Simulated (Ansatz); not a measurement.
## NaF2: balancing the decomposition

All numbers below come from DFT PBE, scalar-relativistic, plane waves, PAW in Ansatz. All cells share a 420 eV cutoff and Γ-centred k meshes spaced at most about 0.3 Å⁻¹ (about 0.25 or finer for metals, 2π included). Spin is collinear in cells that carry moments; the others ran without spin or lost their moments.

Formation energies are uncorrected and refer to the elements' standard structures at the same level (F₂ as a molecule).

Temperature and zero-point effects are left out. Another magnetic order may lie lower.

A trial structure of NaF2 (reached from: ordered vacancies on the cation sites of nickel arsenide; relaxed: space group P-3m1 (No. 164), a = 3.661 Å, c = 3.706 Å) has a formation energy of -1.607 eV/atom. At its composition the lowest mixture among the elements and 1 reference phase computed alike (others may be missing) consists of these:

| phase | source | ΔE_f (eV/atom) |
| --- | --- | --- |
| F2 (gas) | element | 0.000 |
| NaF (Fm-3m) | Materials Project | -2.711 |

Task: Write the balanced decomposition and find its energy per atom, per formula unit and per mole of formula units.

Result: Balancing Na and F gives 2 NaF2 → F2 + 2 NaF. The left side holds 6 atoms, and the products take 2/6 (F2) and 4/6 (NaF) of them. The mixture therefore lies at 2/6 × (0.000) + 4/6 × (-2.711) = -1.807 eV/atom. The reaction energy is -1.807 − (-1.607) = -0.200 eV/atom. Times 3 atoms that is -0.600 eV per NaF2, and times 96.485 it is -58 kJ per mole of NaF2. Decomposition is downhill, so the trial structure is unstable against this mixture. Entropy of the gas would favour the products further at finite temperature.
